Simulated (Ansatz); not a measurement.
# Converging the field response of a NaI (001) film, part 3 of 3

Aim: a convergence study of the equivalent conductor thickness of a NaI (001) film, with the cost of each setting.

Ansatz 0.2.0; plane-wave DFT, PBE, Ansatz PAW (the session's first sound run).

So far, equivalent conductor thickness p/(ε₀AE) (Å): step 2 (run, setting first choice, PBE) 11.7; step 16 (single point, box 30.9 Å (run 7), PBE) 11.7; step 17 (run, box 30.9 Å (run 5), PBE) 11.7; step 18 (run, box 30.9 Å (run 6), PBE) 11.7; step 19 (LDA) 11.8.

## Step 20: Run, box 30.9 Å (run 8)

This step: plane-wave DFT, r2SCAN, Ansatz PAW (Ansatz 0.2.0).

input.yaml

```yaml
crystal:
  lattice:
    - [4.57498087, 0.0, 0.0]
    - [0.0, 4.57498087, 0.0]
    - [0.0, 0.0, 30.94]
  atoms:
    - { symbol: Na, position: [0.5, 0.5, 0.290885585] }
    - { symbol: I, position: [0.0, 0.0, 0.290885585] }
    - { symbol: Na, position: [0.0, 0.0, 0.3954427925] }
    - { symbol: I, position: [0.5, 0.5, 0.3954427925] }
    - { symbol: Na, position: [0.5, 0.5, 0.5] }
    - { symbol: I, position: [0.0, 0.0, 0.5] }
    - { symbol: Na, position: [0.0, 0.0, 0.6045572075] }
    - { symbol: I, position: [0.5, 0.5, 0.6045572075] }
    - { symbol: Na, position: [0.5, 0.5, 0.709114415] }
    - { symbol: I, position: [0.0, 0.0, 0.709114415] }
kpoints:
  mp_grid: { grid: [6, 6, 1] }
hamiltonian:
  xc: r2scan
scf:
  occupations: { method: fixed }
  convergence: { dr2_threshold: 1.0e-10 }
efield:
  axis: 3
  dipole_correction: true
  ramp_position: 0.97
  ramp_width: 0.06
  amplitude: 0.1
output:
  write_potential: true
  write_density: true
  volumetric_format: npy
```

Started as:

```console
> ansatz run input.yaml --threads 4 --pin off --max-ram 6144MiB --backend cpu --events-out ev --progress --plain --runs-dir out
```

Numbers of over 12 decimals in the logs are rounded to 6 here.

The log of the run:

```text
[...]
Crystal: 10 atoms, lattice volume = 647.588 Å³
Basis set: ecut = 500 eV, 16525 PW (Γ), exchange–correlation on 144×144×960 points (64 copies of the dense FFT grid, shifted against one another)
Bands: 78, of which v1, the nominal top of the filled ones, is band 65 counted from 1 (64 counted from 0)
Symmetry: 8 space group operations
k-points: 10 of 36
[...]
k-point 0: bands = [... 61 lower, -1.5303, -1.4514, -1.3110, -1.3110, 2.9065, 3.3672, 3.9514, 4.0295, ... 9 higher]
  k-point 1: bands = [... 61 lower, -1.5244, -1.5221, -1.3941, -1.3222, 3.3347, 3.8014, 4.1974, 4.3407, ... 9 higher]
  k-point 2: bands = [... 61 lower, -1.6376, -1.5193, -1.5186, -1.3663, 3.9747, 4.4628, 4.6136, 4.6959, ... 9 higher]
  k-point 9: bands = [... 61 lower, -2.1368, -2.0949, -2.0598, -1.7080, 3.7002, 4.1026, 4.1637, 4.7266, ... 9 higher]
[key lines of the parts left out:]
SCF converged after 12 iterations
Free energy (F): -45097.665866 eV
Fermi energy:    -1.311016 eV
Dipole field:    D = 0.036847 V/Å  (p = 0.131866 e·Å, saw-weighted, corrected)
```

Run time: 27 s. Hardware: 4 threads of Intel Xeon Platinum 8488C (Sapphire Rapids), shared host; peak memory 2.7 GiB.

The dipole corresponds to a conductor 11.400 Å thick, -2.82 % from the first choice, at 2.5 times its CPU time.

## Step 21: Run, box 30.9 Å (run 9)

This step: plane-wave DFT, PBE, norm-conserving (Ansatz 0.2.0).

Changes to input.yaml since step 20:

```diff
@@ -19,3 +19,4 @@
 hamiltonian:
-  xc: r2scan
+  xc: pbe
+  pseudopotentials: { kind: nc }
 scf:
```

The log of the run:

```text
[...]
Crystal: 10 atoms, lattice volume = 647.588 Å³
Basis set: ecut = 1197.300995 eV, 60851 PW (Γ)
Bands: 50, of which v1, the nominal top of the filled ones, is band 40 counted from 1 (39 counted from 0)
Symmetry: 8 space group operations
k-points: 10 of 36
[...]
k-point 0: bands = [... 36 lower, -1.8699, -1.8066, -1.6588, -1.6588, 1.8012, 2.2376, 2.8625, 3.0300, ... 6 higher]
  k-point 1: bands = [... 36 lower, -1.8646, -1.8632, -1.7389, -1.6691, 2.2590, 2.6820, 3.1368, 3.3533, ... 6 higher]
  k-point 2: bands = [... 36 lower, -1.9699, -1.8605, -1.8576, -1.7120, 2.9471, 3.4180, 3.5778, 3.6789, ... 6 higher]
  k-point 9: bands = [... 36 lower, -2.4684, -2.4147, -2.4014, -2.0550, 2.6266, 3.0057, 3.1138, 3.6477, ... 6 higher]
[key lines of the parts left out:]
SCF converged after 11 iterations
Free energy (F): -7991.827272 eV
Fermi energy:    -1.658808 eV
Dipole field:    D = 0.037955 V/Å  (p = 0.135833 e·Å, saw-weighted, corrected)
```

Wall time 35 s (4 threads); peak memory 4 GiB; 2.3 min of CPU time.

The dipole corresponds to a conductor 11.743 Å thick, +0.11 % from the first choice, at 3.1 times its CPU time.

## Step 22: Run, box 30.9 Å (run 10)

This step: plane-wave DFT, PBE, JTH PAW (Ansatz 0.2.0).

Changes to input.yaml since step 21:

```diff
@@ -20,3 +20,3 @@
   xc: pbe
-  pseudopotentials: { kind: nc }
+  pseudopotentials: { kind: paw, source: jth }
 scf:
```

The log of the run:

```text
[...]
k-point 0: bands = [... 36 lower, -1.8506, -1.7856, -1.6393, -1.6393, 1.8171, 2.2535, 2.8749, 3.0410, ... 6 higher]
  k-point 1: bands = [... 36 lower, -1.8427, -1.8426, -1.7177, -1.6486, 2.2748, 2.6982, 3.1530, 3.3643, ... 6 higher]
  k-point 2: bands = [... 36 lower, -1.9464, -1.8372, -1.8347, -1.6898, 2.9625, 3.4329, 3.5943, 3.6943, ... 6 higher]
  k-point 9: bands = [... 36 lower, -2.4473, -2.3931, -2.3791, -2.0328, 2.6293, 3.0097, 3.1195, 3.6585, ... 6 higher]
[key lines of the parts left out:]
SCF converged after 11 iterations
Free energy (F): -33221.094675 eV
Fermi energy:    -1.639341 eV
Dipole field:    D = 0.037937 V/Å  (p = 0.135769 e·Å, saw-weighted, corrected)
```

Run time: 40 s. Hardware: 4 threads; peak memory 5.2 GiB; 2.6 min of CPU time.

The dipole corresponds to a conductor 11.738 Å thick, +0.06 % from the first choice, at 3.6 times its CPU time.

## Step 23: Comparing the runs

Times are for 4 threads of Intel Xeon Platinum 8488C (Sapphire Rapids), shared host. Results by setting:

```csv
no.,setting,equivalent conductor thickness p/(ε₀AE) (Å),time,memory (GiB)
1,first choice,11.73,11 s,1.5
2,cutoff 250 eV,11.74,5.2 s,0.86
3,cutoff 330 eV,11.73,7.9 s,1.2
4,cutoff 600 eV,11.73,19 s,2.3
5,mesh 1x1,12.74,1.3 s,0.57
6,mesh 2x2,11.89,2.4 s,1.0
7,mesh 3x3,11.75,3.8 s,0.98
8,mesh 12x12,11.73,34 s,2.3
9,vacuum 10 Å,11.72,8 s,1.2
10,vacuum 14 Å,11.73,9.6 s,1.3
11,vacuum 26 Å,11.73,14 s,1.8
12,field 0.005 V/Å,11.73,11 s,1.5
13,field 0.03 V/Å,11.73,11 s,1.5
14,field 0.3 V/Å,11.74,12 s,1.5
15,SCF threshold 1e-04 eV,11.73,11 s,1.5
16,SCF threshold 1e-06 eV,11.73,11 s,1.5
17,SCF threshold 1e-08 eV,11.73,11 s,1.5
18,"LDA, Ansatz PAW (420 eV)",11.82,11 s,1.5
19,"r2SCAN, Ansatz PAW (500 eV)",11.40,27 s,2.7
20,"PBE, norm-conserving (1197 eV)",11.74,35 s,4.0
21,"PBE, JTH PAW (1440 eV)",11.74,40 s,5.2
```

## Step 24: What came out

* equivalent conductor thickness, first choice: 11.73 Å
* equivalent conductor thickness, cutoff 600 eV: 11.73 Å
* equivalent conductor thickness, mesh 1x1: 12.74 Å
* equivalent conductor thickness, mesh 2x2: 11.89 Å
* equivalent conductor thickness, vacuum 26 Å: 11.73 Å
* equivalent conductor thickness, LDA, Ansatz PAW (420 eV): 11.82 Å
* equivalent conductor thickness, r2SCAN, Ansatz PAW (500 eV): 11.40 Å

What this shows: The first choice gives 11.73 Å. Numerical settings off by more than 1 % against it: mesh 1x1 (+8.6 %) and mesh 2x2 (+1.4 %). The cheapest single change that stays within 0.5 % is mesh 3x3, at 33 % of the CPU time. Functionals and files move it by +0.8 % (LDA, Ansatz PAW (420 eV)), -2.8 % (r2SCAN, Ansatz PAW (500 eV)), +0.1 % (PBE, norm-conserving (1197 eV)) and +0.1 % (PBE, JTH PAW (1440 eV)). The film is symmetric and its atoms are held, so the dipole is the electronic response to the field alone. Times of a few seconds on a shared host rank the settings only roughly. In 1 run of the series (vacuum 10 Å) the program warns that electrons reach the sawtooth's ramp, which makes dipole and work function less sure.

[Logs are printed without paths, hosts, clocks, repeated set-up lines and the standing remarks that a program may print on its own settings, such as how far it seeks lower states.]

[Hosts, paths, dates, database ids (printed as entryN), source tags and the programs' standing remarks are cut or masked in the printed files.]

[Maps of the electrostatic potential energy from Ansatz leave out the sawtooth potential of an applied field or a dipole correction, so their vacuum need not be flat; planar profiles and work functions include it.]
